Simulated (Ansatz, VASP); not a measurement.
## Two plane-wave programs on LiH

File INCAR:

```
SYSTEM = LiH
PREC = Accurate
ENCUT = 520
EDIFF = 1E-6
ISMEAR = 0
SIGMA = 0.01
LREAL = .FALSE.
LASPH = .TRUE.
NELM = 60
ALGO = Normal
ISIF = 2
LWAVE = .FALSE.
LCHARG = .FALSE.
GGA = PE
ALDAC = 0.0
AGGAC = 0.0
NBANDS = 9
```

The input KPOINTS:

```
Automatic mesh
0
G
  11 11 11
  0 0 0
```

POSCAR

```
LiH
1.0
    0.0000000000      2.0230801250      2.0230801250
    2.0230801250      0.0000000000      2.0230801250
    2.0230801250      2.0230801250      0.0000000000
Li H
1 1
Direct
    0.0000000000      0.0000000000      0.0000000000
    0.5000000000      0.5000000000      0.5000000000
```

File input.yaml:

```yaml
crystal:
  lattice:
    - [0.0, 2.023080125, 2.023080125]
    - [2.023080125, 0.0, 2.023080125]
    - [2.023080125, 2.023080125, 0.0]
  atoms:
    - { symbol: Li, position: [0.0, 0.0, 0.0] }
    - { symbol: H, position: [0.5, 0.5, 0.5] }
hamiltonian:
  xc: { exchange: pbe, correlation: none }
  pseudopotentials: { kind: paw, source: ansatz }
kpoints:
  mp_grid: { grid: [11, 11, 11] }
scf:
  occupations: { method: fixed }
output:
  forces: true
  stress: true
  eigenvalues: true
  write_density: true
  write_potential: true
  elf: true
  volumetric_format: npy
```

Alike in both runs: task single point; functional PBE exchange alone; k mesh 11 × 11 × 11; no spin polarisation.

|  | VASP | Ansatz |
| --- | --- | --- |
| version | VASP 6.6.1 | Ansatz 0.2.0 |
| potentials or method | VASP PAW PBE potentials, release 64 (Li_sv, H) | Ansatz PAW earlier set |
| plane-wave cutoff (eV) | 520 | 800 |
| occupations | gaussian, width 0.01 eV | fixed |
| valence electrons in the cell | 4 | 4 |

|  | VASP | Ansatz | Ansatz less VASP |
| --- | --- | --- | --- |
| gap on the k mesh at the Fermi level (eV) | 3.70 | 3.70 | +0.006 |
| least direct gap on the mesh (eV) | 3.70 | 3.70 | +0.006 |

Caveats: an odd mesh through Γ misses points on the zone boundary, where band edges often lie (VASP); odd divisions of the mesh miss points on the zone boundary, where band edges often lie, so the gap on the mesh can be too wide (Ansatz).
